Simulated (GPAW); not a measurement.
# B K-edge XANES of a BP monolayer, part 3 of 3

Which transitions of a BP monolayer are seen with the electric vector in the plane, and which normal to it?

GPAW 26.7.0; X-ray absorption from dipole matrix elements to empty bands, plane-wave PAW PBE.

So far. Step 5 (Spectrum with XCH, B atom 1): Main maxima below 21 eV (height): 0.5 eV (1.45), 3.2 eV (2.15), 4.6 eV (1.27), 6.6 eV (1.25), 10.7 eV (1.18) and 17.0 eV (0.97). A K edge sees empty p states; at this planar three-fold site the curve for the electric vector normal to the plane peaks at 0.5 eV, where it is mainly π* that absorbs: that direction carries over 70 % of the weight there. Step 5 (Spectrum with XCH, B atom 1): The total-energy difference is 193.88 eV.

## Step 7: Spectrum with XCH, P atom 8

The holes are 8.5 Å apart. The excited electron is kept in the cell, where it fills the lowest empty states and screens the hole. After the field has converged, empty bands are computed with the density fixed and the dipole matrix elements are summed.

The absorber has 3 B at 1.85 Å (trigonal planar).

xas.py reads:

```python
import numpy as np
from ase import Atoms
from ase.parallel import parprint, paropen
from gpaw import GPAW, PW, FermiDirac, Mixer, MixerDif, setup_paths
from gpaw.test import gen
setup_paths.insert(0, '.')
gen('P', name='fch1s', xcname='PBE', corehole=(1, 0, 1), write_xml=True)
from gpaw.mpi import world
world.barrier()

atoms = Atoms('B7P7',
    cell=[[-8.025, 2.77994155, 0],
     [1.605, -8.33982464, 0],
     [0, 0, 10.4]],
    scaled_positions=[[0, 0, 0.5],
     [0.4285714, 0.1428571, 0.5],
     [0.8571429, 0.2857143, 0.5],
     [0.2857143, 0.4285714, 0.5],
     [0.7142857, 0.5714286, 0.5],
     [0.1428571, 0.7142857, 0.5],
     [0.5714286, 0.8571429, 0.5],
     [0.7619048, 0.8095238, 0.5],
     [0.1904762, 0.952381, 0.5],
     [0.6190476, 0.0952381, 0.5],
     [0.047619, 0.2380952, 0.5],
     [0.4761905, 0.3809524, 0.5],
     [0.9047619, 0.5238095, 0.5],
     [0.3333333, 0.6666667, 0.5]],
    pbc=True)
atoms.calc = calc = GPAW(legacy_gpaw=True, mode=PW(400, force_complex_dtype=True), xc='PBE', setups={7: 'fch1s'},
    kpts={'size': (3, 3, 1), 'gamma': True}, occupations=FermiDirac(0.04),
    charge=-1, mixer=Mixer(0.05, 8, 50), maxiter=150,
    convergence={'density': 0.0001, 'eigenstates': 1e-6}, txt='scf.txt')
energy = atoms.get_potential_energy() + calc.get_reference_energy()
ef = calc.get_fermi_level()
out = dict(energy=energy, fermi=ef, forces=atoms.get_forces().tolist())
parprint(f'all-electron energy {energy:.4f} eV, Fermi level {ef:.4f} eV')
ev = np.array([[calc.get_eigenvalues(k, s) for k in range(len(calc.get_ibz_k_points()))] for s in range(calc.get_number_of_spins())])
out['homo'], out['lumo'], out['counts'] = ev[ev < ef].max(), ev[ev > ef].min(), sorted(set((ev < ef).sum((0, 2)).tolist()))
out['filled'] = (ev[:, 0] < ef).sum(1).tolist()

from ase.units import Ha
from gpaw.xas import dipole_matrix_elements
nb = int(calc.get_number_of_electrons() / 2) + 182
top, nb = nb, nb + 8 + nb // 12
nscf = calc.fixed_density(kpts={'size': (3, 3, 1), 'gamma': True}, nbands=nb,
    convergence={'bands': top, 'eigenstates': 5e-3}, maxiter=60, txt='nscf.txt')
cell = atoms.cell.array
ops = [cell.T @ U.T @ np.linalg.inv(cell.T) for U in nscf.wfs.kd.symmetry.op_scc]
filled = [28]  # bands filled in the ground state, by spin
E = np.arange(-6, 28, 0.1)
fwhm = np.interp(E, [4, 25], [0.9, 3.5])
Y, X, zero, highest = 0, 0, 1e9, 1e9
for spin in range(nscf.get_number_of_spins()):
    wfs = nscf.wfs
    mine = wfs.bd.get_slice()  # this rank's bands
    A = dipole_matrix_elements(wfs.setups[7])
    eps = np.zeros((wfs.kd.nibzkpts, nb))
    d = np.zeros((3, A.shape[1], wfs.kd.nibzkpts, nb), complex)
    for kpt in wfs.kpt_u:
        if kpt.s == spin and 7 in kpt.P_ani:
            eps[kpt.k, mine] = kpt.eps_n * Ha
            d[:, :, kpt.k, mine] = (kpt.weight * wfs.nspins / 2) ** 0.5 * np.inner(A, kpt.P_ani[7])
    world.sum(eps)
    world.sum(d)
    T = np.einsum('amkn,bmkn->abkn', d, d.conj()).real
    T = sum(np.einsum('ai,ijkn,bj->abkn', R, T, R) for R in ops) / len(ops)
    empty = np.ones_like(eps, bool) & (np.arange(nb) >= filled[spin])
    zero, highest = min(zero, eps[empty].min()), min(highest, eps[:, top - 1].min())
    lines = [(eps, T, empty)] if spin == 0 else lines + [(eps, T, empty)]
for eps, T, empty in lines:
    f = np.einsum('aakn->akn', T).reshape(3, -1)
    x = eps.ravel() - zero
    w = np.interp(x, E, fwhm) / 2.35482
    g = np.exp(-0.5 * ((E[:, None] - x) / w) ** 2) / (w * (2 * np.pi) ** 0.5)
    Y = Y + (f * empty.ravel()) @ g.T
    X = X + (f * ~empty.ravel()) @ g.T
out.update(E=E.round(2).tolist(), xas=Y.tolist(), xes=X.tolist(), zero=zero, valid=highest - zero, nk=len(eps), nb=nb)
for i in range(0, len(E), 10):
    parprint(f'{E[i]:7.2f}', *(f'{v:10.3e}' for v in Y[:, i]))
import json
with paropen('out.json', 'w') as f:
    json.dump(out, f)
```

Started as:

```console
> OMP_NUM_THREADS=1 mpirun -n 4 gpaw python xas.py
```

Numbers of over 12 decimals in the logs are rounded to 6 here.

Output:

```text
Input parameters:
  charge: -1
  convergence: {density: 0.0001,
                eigenstates: 1e-06}
  kpts: {gamma: True,
         size: (3, 3, 1)}
  maxiter: 150
  mixer: {backend: pulay,
          beta: 0.05,
          method: separate,
          nmaxold: 8,
          weight: 50}
  mode: {ecut: 400.0,
         force_complex_dtype: True,
         name: pw}
  occupations: {fixmagmom: False,
[...]
*p    :     0.377436
*d    :     0.000000
--------------------------------

Diagonalizing with gridspacing h=0.050

state   all-electron     PAW
-------------------------------
3s:      -0.985623    -0.986051
3p:      -0.622564    -0.622827
*d:                   -0.149877
*f:                   -0.018076
-------------------------------
all-electron energy -67735.3673 eV, Fermi level -0.6325 eV
[...]
26.00  1.326e-06  1.377e-06  8.936e-07
  27.00  7.019e-07  7.461e-07  4.354e-07
[key lines of the parts left out:]
Converged after 19 iterations.
Dipole moment: (5.737161, -7.254937, 0.000000) |e|*Ang
Free energy:    -94.590771
Fermi level: -0.63246
```

The job ended after 2.2 min (4 MPI ranks of Arm Neoverse V1, shared host; peak memory 0.42 GiB; 8.6 min of CPU time).

The P K spectrum, P atom 8, excited-electron core hole (neutral cell) (energy from the bottom of the conduction band, which holds the excited electron; intensity scaled to a mean of 1 over the first 20 eV):

```
E (eV)  isotropic  ε ∥ x  ε ∥ z
  -2.0       0.00   0.00   0.00
  -1.5       0.00   0.00   0.00
  -1.0       0.00   0.00   0.00
  -0.5       0.03   0.00   0.08
   0.0       0.24   0.00   0.73
   0.5       0.57   0.00   1.72
   1.0       0.60   0.01   1.77
   1.5       0.41   0.16   0.91
   2.0       0.62   0.57   0.71
   2.5       1.18   1.10   1.34
   3.0       1.31   1.64   0.63
   3.5       1.04   1.42   0.29
   4.0       1.27   1.35   1.12
   4.5       1.06   0.94   1.29
   5.0       1.06   1.34   0.50
   5.5       1.45   1.93   0.51
   6.0       1.37   1.57   0.98
   6.5       1.24   1.31   1.10
   7.0       1.12   1.32   0.72
   7.5       1.02   1.32   0.43
   8.0       0.99   1.31   0.36
   8.5       0.93   1.24   0.32
   9.0       0.79   1.01   0.34
   9.5       0.73   0.86   0.46
  10.0       0.77   0.84   0.63
  10.5       0.77   0.78   0.74
  11.0       0.68   0.65   0.73
  11.5       0.59   0.53   0.71
  12.0       0.59   0.48   0.81
  12.5       0.67   0.53   0.96
  13.0       0.80   0.70   0.99
  13.5       0.94   0.97   0.89
  14.0       1.12   1.31   0.73
  14.5       1.31   1.65   0.63
  15.0       1.50   1.95   0.60
  15.5       1.66   2.17   0.62
  16.0       1.72   2.25   0.65
  16.5       1.65   2.14   0.67
  17.0       1.46   1.84   0.68
  17.5       1.20   1.45   0.69
  18.0       0.97   1.09   0.72
  18.5       0.81   0.84   0.77
  19.0       0.73   0.68   0.82
  19.5       0.69   0.61   0.86
  20.0       0.68   0.57   0.89
  20.5       0.67   0.54   0.91
  21.0       0.65   0.52   0.91
```

Main maxima below 20 eV (height): 0.8 eV (0.63), 2.8 eV (1.34), 4.1 eV (1.30), 5.6 eV (1.47), 10.3 eV (0.78) and 16.0 eV (1.72). A K edge sees empty p states; at this planar three-fold site the curve for the electric vector normal to the plane peaks at 0.8 eV, where it is mainly π* that absorbs: that direction carries over 70 % of the weight there.

The total-energy difference is 2156.13 eV. One term is added: -15.96 eV, since the hole is spin-paired here and a spin-polarised one costs that much less in the free atom (computed apart). The photon energy is then 2140.17 eV. The functional leaves an error of a few eV in such absolute values.

## Step 8: Outcome

| Item | Value |
| --- | --- |
| absorber and edge | B K, atom 1 of the ground-state input (counted from 1) |
| surroundings | 3 P at 1.85 Å (trigonal planar) |
| highest intensity below 16 eV | 3.2 eV above the zero, height 2.15 |
| photon energy of the zero, with the added terms | 188.3 eV (raw 193.9 eV; uncertain by a few eV) |

In words: The B K edge of atom 1, with 3 P at 1.85 Å (trigonal planar), has its highest intensity of the first 16 eV at 3.2 eV above the zero, near 191 eV in photon energy (uncertain by a few eV), 2.2 times the mean level of the first 20 eV (Gaussian full width 0.9 eV up to 4 eV, rising linearly to 3.5 eV at 25 eV). At the B K edge of atom 1 polarisation matters most near 0.5 eV, where the curves differ by 4.4 on this scale. Some eV above the zero the states pass the vacuum level, and features normal to the sheet may then be states of the box. The mesh is coarse (0.28 Å⁻¹ between points), so small maxima may be mesh ripples.

[Banner, clock and machine lines of the logs are left out without a mark of their own.]

[Logs are printed without paths, hosts, clocks, repeated set-up lines and the standing remarks that a program may print on its own settings, such as how far it seeks lower states.]

[Hosts, paths, dates, database ids (printed as entryN), source tags and the programs' standing remarks are cut or masked in the printed files.]

[Lists of maxima count a maximum above −3 eV only where it reaches 4 % of the highest in the window and stands out from its surroundings by 2 % of it (1.5 % where it reaches 55 %); shoulders and weaker maxima are passed over, and of the rest the first, up to two pre-edge ones and the few strongest are named.]
